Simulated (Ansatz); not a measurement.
**The bulk modulus of GaS from a series of volumes**

Reference cell: an entry of the Crystallography Open Database (COD), its atoms then relaxed with PBE in this cell.

```cif
data_GaS
_symmetry_space_group_name_H-M 'P6_3/mmc'
_symmetry_Int_Tables_number 194
_cell_length_a 3.5850
_cell_length_b 3.5850
_cell_length_c 15.5000
_cell_angle_alpha 90.000
_cell_angle_beta 90.000
_cell_angle_gamma 120.000
loop_
_atom_site_label
_atom_site_type_symbol
_atom_site_symmetry_multiplicity
_atom_site_Wyckoff_symbol
_atom_site_fract_x
_atom_site_fract_y
_atom_site_fract_z
Ga Ga 4 f 0.3333 0.6667 0.1710
S S 4 f 0.3333 0.6667 0.6008
```

One atom of each set is listed.

Computed with Ansatz: DFT, PBE, plane waves and PAW, scalar-relativistic, 420 eV cutoff, Γ-centred 14×14×3 k-points, Fermi–Dirac smearing 0.02 eV.

The cell is scaled uniformly, and the ions relax again at each size.

| V/V₀ | pressure (GPa) | gap on the k-mesh (eV) |
| --- | --- | --- |
| 0.94 | ? | ? |
| 0.96 | 4.2 | 1.53 |
| 0.98 | 3.2 | 1.56 |
| 1.00 | 2.3 | 1.59 |
| 1.02 | 1.5 | 1.60 |
| 1.04 | 0.7 | 1.50 |
| 1.06 | 0.0 | 1.41 |

Q: Estimate the row at V/V₀ = 0.94, the equilibrium volume and the bulk modulus.

A: pressure (GPa): 5.4; gap on the k-mesh (eV): 1.50. Worked: a parabola in ln(V/V₀) through the other 6 rows gives 5.4 GPa there. It crosses zero pressure at V/V₀ = 1.061, the equilibrium volume of this functional, where the bulk modulus is B = −dP/d ln V = 34 GPa. The shape of the cell is held, so in this non-cubic crystal both values are those of uniform scaling, and B is an upper bound to the hydrostatic one. No dispersion correction is included, which matters between the layers of this solid. The gap doesn't follow a straight line in the volume: it is largest at V/V₀ = 1.02 (1.60 eV) and smallest at 1.06 (1.41 eV).

PBE gaps are too small, by a third to a half in many semiconductors; their changes with volume are better.
